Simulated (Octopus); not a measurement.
## ZnS: equation of state with PBE

**What was measured.**

From “Electronic, vibrational, and thermodynamic properties of ZnS (zincblende and rocksalt structure)”, 2009, arxiv:0911.5022, for a bulk crystal of ZnS: bulk modulus 76.9 GPa.

ZnS:

```
CELL_PARAMETERS angstrom
0.00000 2.70200 2.70200
2.70200 0.00000 2.70200
2.70200 2.70200 0.00000
ATOMIC_POSITIONS crystal
Zn 0.75000 0.75000 0.75000
S 0.00000 0.00000 0.00000
```

| Item | Value |
| --- | --- |
| Program | Octopus 16.4 |
| Task | equation of state |
| Functional | PBE |
| Potentials or basis | pseudodojo_pbe (PseudoDojo 0.5, PBE) |
| k mesh | 9 × 9 × 9 |
| Occupations | fermi-dirac, width 0.05 eV |
| Spin | no spin polarisation |

```yaml
Equilibrium_volume: 20.33 Å³/atom
Bulk_modulus: 66 GPa
Pressure_derivative_of_the_bulk_modulus: "3.4 (rough: it moves with the points fitted)"
```

Energy against volume, from the lowest point:
| volume (Å³/atom) | energy (meV/atom) |
| --- | --- |
| 18.543 | 36.60 |
| 18.938 | 21.41 |
| 19.332 | 10.60 |
| 19.727 | 3.74 |
| 20.121 | 0.44 |
| 20.516 | 0.00 |
| 20.910 | 3.24 |

All runs of the series together: 42 min on 1 thread of Arm Neoverse V1, on a shared host.

Measured bulk modulus of ZnS: 76.9 GPa (quoted in “Electronic, vibrational, and thermodynamic properties of ZnS (zincblende and rocksalt structure)”, 2009, arxiv:0911.5022). This calculation gives 66 GPa (-14.5 %). The fit is for a static lattice scaled at fixed shape and fixed fractional positions.

Caveat: the number of grid points is fixed, so the spacing changes with the cell, which shifts volumes and moduli. PBE usually gives volumes a little too large and moduli too small.
